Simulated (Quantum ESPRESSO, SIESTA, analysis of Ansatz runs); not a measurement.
## As_i (6-fold void) in BAs (F-43m): levels and formation energies (SIESTA)

Question: at which Fermi levels does As_i (6-fold void) in BAs (F-43m) change its charge? Model: a cell of 54 host atoms with 1 As put in.

Main program and level: SIESTA 5.4.2; SIESTA numerical-orbital DFT, PBEsol, DZP basis, PseudoDojo 0.4.1 potentials converted to PSML; charged supercells in a uniform background, point-charge correction with alignment at far sites.

**What experiment says.**

For BAs, zinc blende (single crystal grown by chemical vapor transport, 300 K), “Basic Physical Properties of Cubic Boron Arsenide” (2019, arxiv:1911.11281) gives, by UV-visible absorption: band gap (indirect optical gap from absorption edge) 1.82 eV [room-temperature optical absorption edge, not a zero-temperature fundamental gap].

## 1. The starting structure

The cell holds 55 atoms: 27 B and 28 As. Its edges and angles: a = 10.225 Å, b = 10.225 Å, c = 10.225 Å, α = 59.9°, β = 59.9°, γ = 59.9°. It derives from BAs (space group F-43m). Nearest the centre at fractional (0.208, 0.708, 0.208): As55 at 0.00 Å, B15 at 2.00 Å, B31 at 2.00 Å, As16 at 2.00 Å, As32 at 2.00 Å, As14 at 2.00 Å, B33 at 2.00 Å, B27 at 3.13 Å.

Structure file:

```xyz
55
Lattice="0.0066 7.2299 7.2299 7.2299 0.0066 7.2299 7.2299 7.2299 0.0066" Properties=species:S:1:pos:R:3 pbc="T T T"
B     0.0003    0.0003    0.0003
As    1.2053    1.2053    1.2053
B     2.4102    2.4102    0.0025
As    3.6153    3.6153    1.2075
B     4.8202    4.8202    0.0047
As    6.0253    6.0253    1.2098
B     2.4102    0.0025    2.4102
As    3.6153    1.2075    3.6153
B     4.8202    2.4124    2.4124
As    6.0253    3.6175    3.6175
B     7.2301    4.8224    2.4146
As    8.4352    6.0275    3.6197
B     4.8202    0.0047    4.8202
As    6.0253    1.2098    6.0253
B     7.2301    2.4146    4.8224
As    8.4352    3.6197    6.0275
B     9.6401    4.8246    4.8246
As   10.8452    6.0297    6.0297
B     0.0025    2.4102    2.4102
As    1.2075    3.6153    3.6153
B     2.4124    4.8202    2.4124
As    3.6175    6.0253    3.6175
B     4.8224    7.2301    2.4146
As    6.0275    8.4352    3.6197
B     2.4124    2.4124    4.8202
As    3.6175    3.6175    6.0253
B     4.8224    4.8224    4.8224
As    6.0275    6.0275    6.0275
B     7.2324    7.2324    4.8246
As    8.4374    8.4374    6.0297
B     4.8224    2.4146    7.2301
As    6.0275    3.6197    8.4352
B     7.2324    4.8246    7.2324
As    8.4374    6.0297    8.4374
B     9.6423    7.2346    7.2346
As   10.8474    8.4396    8.4396
B     0.0047    4.8202    4.8202
As    1.2098    6.0253    6.0253
B     2.4146    7.2301    4.8224
As    3.6197    8.4352    6.0275
B     4.8246    9.6401    4.8246
As    6.0297   10.8452    6.0297
B     2.4146    4.8224    7.2301
As    3.6197    6.0275    8.4352
B     4.8246    7.2324    7.2324
As    6.0297    8.4374    8.4374
B     7.2346    9.6423    7.2346
As    8.4396   10.8474    8.4396
B     4.8246    4.8246    9.6401
As    6.0297    6.0297   10.8452
B     7.2346    7.2346    9.6423
As    8.4396    8.4396   10.8474
B     9.6445    9.6445    9.6445
As   10.8496   10.8496   10.8496
As    6.6288    3.0171    6.6288
```

The host's dielectric constants go in as inputs: 10.03 for the electrons alone, 10.13 with the ions, from a response run on this crystal (DFPT, PBEsol, Quantum ESPRESSO) at that run's own cell.

The cell's shortest repeat is 10.2 Å.

The primitive cell was relaxed at this level beforehand, to 27.96 Å³.

The defect-free supercell was relaxed beforehand, from displaced atoms: they ended at most 0.01 Å from the sites they started about, so the symmetric structure holds.

## 2. Band edges

Levels are counted from the valence top, which comes from the unit cell, dense mesh; the energy of the host comes from the defect-free supercell at the defects' own k-points, so that the host's part of the sampling error cancels.

host.fdf

```
SystemName                      BAs
SystemLabel                     host
NumberOfSpecies                 2
NumberOfAtoms                   2
%block ChemicalSpeciesLabel
  1    5 B
  2   33 As
%endblock ChemicalSpeciesLabel
LatticeConstant                 1.0 Ang
%block LatticeVectors
     0.002214000     2.409960000     2.409960000
     2.409960000     0.002214000     2.409960000
     2.409960000     2.409960000     0.002214000
%endblock LatticeVectors
AtomicCoordinatesFormat         Fractional
%block AtomicCoordinatesAndAtomicSpecies
     0.000053296     0.000053296     0.000053296  1
     0.249958214     0.249958214     0.249958214  2
%endblock AtomicCoordinatesAndAtomicSpecies
%block kgrid.MonkhorstPack
   12   0   0  0.00
    0  12   0  0.00
    0   0  12  0.00
%endblock kgrid.MonkhorstPack
XC.Functional                   GGA
XC.Authors                      PBEsol
PAO.BasisSize                   DZP
PAO.EnergyShift                 0.005 Ry
Mesh.Cutoff                     300 Ry
OccupationFunction              FD
ElectronicTemperature           0.01 eV
MaxSCFIterations                150
SCF.MustConverge                true
SCF.Mixer.Method                Pulay
SCF.Mixer.Weight                0.2
SCF.Mixer.History               10
SCF.DM.Tolerance                1.0e-4
SCF.H.Tolerance                 1.0e-3 eV
WriteForces                     true
Charge.Mulliken                 end
```

Run with:

```sh
$ OMP_NUM_THREADS=1 siesta host.fdf > host.out
```

The log of the run:

```text
Version         : 5.4.2

                           ***********************
                           *  WELCOME TO SIESTA  *
                           ***********************

[...]
reinit: Reading from file host.fdf

reinit: -----------------------------------------------------------------------
reinit: System Name: BAs
reinit: -----------------------------------------------------------------------
reinit: System Label: host
reinit: -----------------------------------------------------------------------

initatom: Reading input for the pseudopotentials and atomic orbitals ----------
Species number:   1 Atomic number:    5 Label: B
Species number:   2 Atomic number:   33 Label: As

[... pseudopotential checks and orbital generation ...]

prinput: Basis input

PAO.BasisType split

%block ChemicalSpeciesLabel
    1    5 B                       # Species index, atomic number, species label
    2   33 As                      # Species index, atomic number, species label
%endblock ChemicalSpeciesLabel

%block PAO.Basis                 # Define Basis set
# WARNING: This information might be incomplete!
[...]
(Free)E + p*V (eV/cell)    -2961.6884
Target enthalpy (eV/cell)    -2961.6968
[...]
siesta: Final energy (eV):
siesta:  Band Struct. =    -498.104107
siesta:       Kinetic =    2124.318959
siesta:       Hartree =     836.011664
siesta:         Exch. =    -632.961554
siesta:         Corr. =     -39.936062
siesta:   Exch.-corr. =    -672.897616
siesta:  Ion-electron =   -3820.507215
siesta:       Ion-ion =   -1428.622641
siesta:         Total =   -2961.696849
siesta:         Fermi =      -3.681158
[...]
siesta: Stress tensor (static) (eV/Ang**3):
siesta:    -0.000302   -0.000300   -0.000300
siesta:    -0.000300   -0.000302   -0.000300
siesta:    -0.000300   -0.000300   -0.000302
[...]
siesta: Cell volume =         27.955072 Ang**3
[...]
siesta: Pressure (static):
siesta:                Solid            Molecule  Units
siesta:           0.00000329          0.00000303  Ry/Bohr**3
siesta:           0.00030187          0.00027825  eV/Ang**3
siesta:           0.48364792          0.44580177  kBar
[...]
mulliken: Qtot =       18.000

Mulliken Atomic Populations:
Atom #   charge [q] valence [e]  Species
     1    -0.238154    3.238154  B
     2     0.238154   14.761846  As
 Total     0.000000

Job completed
```

The job ended after 24 s (1 MPI rank of Arm Neoverse V2, shared host; peak memory 0.19 GiB).

The gap at this level is 1.38 eV.

Test of the sampling: at one point at (¼, ¼, ¼) the host's energy lies 151 meV an atom above its value on the primitive cell's dense mesh, too far, so all defect runs take a 2×2×2 mesh.

(Part 1 of 3 ends here.)

[Logs are printed without paths, hosts, clocks, repeated set-up lines and the standing remarks that a program may print on its own settings, such as how far it seeks lower states.]

[Hosts, paths, dates, database ids (printed as entryN), source tags and the programs' standing remarks are cut or masked in the printed files.]

[For some hosts the program warned that the k-mesh of the response run may be too coarse for force constants and the static dielectric constant; such warnings are not shown here.]

[Charge tables in the logs are Mulliken or Hirshfeld populations, whose sizes and signs can differ; where basis functions stand at a vacancy, SIESTA counts their charge against the missing atom's valence.]

[In relaxation paths of CP2K, step 0 can be the structure after the first move, since the trajectory file begins there, and the last row can be the final structure solved once more.]
